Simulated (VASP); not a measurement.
The system is TiC.

```
Ti C
1.0
     3.04209    0.00000    0.00000
    -1.52104    2.63452    0.00000
     0.00000    0.00000    2.69797
Ti C
1 1
Direct
  0.00000 0.00000 0.50000
  0.33333 0.66667 0.00000
```

The cell was built by a generator and needn't be a form met in nature.

```yaml
Program: VASP 6.6.1
Task: relaxation of cell and atoms
Functional: PBE
Dispersion: D4
Potentials_or_basis: VASP PAW PBE potentials, release 64 (Ti_sv, C)
Cutoff: 600 eV
k_mesh: 10 × 10 × 10
Occupations: fermi-dirac, width 0.05 eV
Spin: no spin polarisation
```

At the start: pressure -4.1 GPa; volume 10.81 Å³/atom.

Problem. How do energy, volume and symmetry change on relaxing?

Solution. Over 6 steps the energy falls by 2.5 meV/atom and the volume is 10.61 Å³/atom (-1.9 %); space group P-6m2 (No. 187, to 0.05 Å).

The path:
```csv
step,energy change (eV),largest force (eV/Å),pressure (GPa),volume (Å³)
1,0.0000,0.0001,-4.09,21.62
2,0.0024,0.0000,5.16,20.77
3,-0.0049,0.0001,-0.06,21.24
4,-0.0049,0.0001,-0.02,21.23
5,-0.0050,0.0000,-0.01,21.22
6,-0.0050,0.0000,0.01,21.21
```

Final structure:
```
Ti C
1.0
     3.01997   -0.00001    0.00000
    -1.50999    2.61536    0.00000
     0.00000    0.00000    2.68593
Ti C
1 1
Cartesian
  3.0200 0.0000 1.3430
  0.0000 1.7436 0.0000
```

Caveat: pairwise dispersion overbinds metals, which lowers pressure and volume.
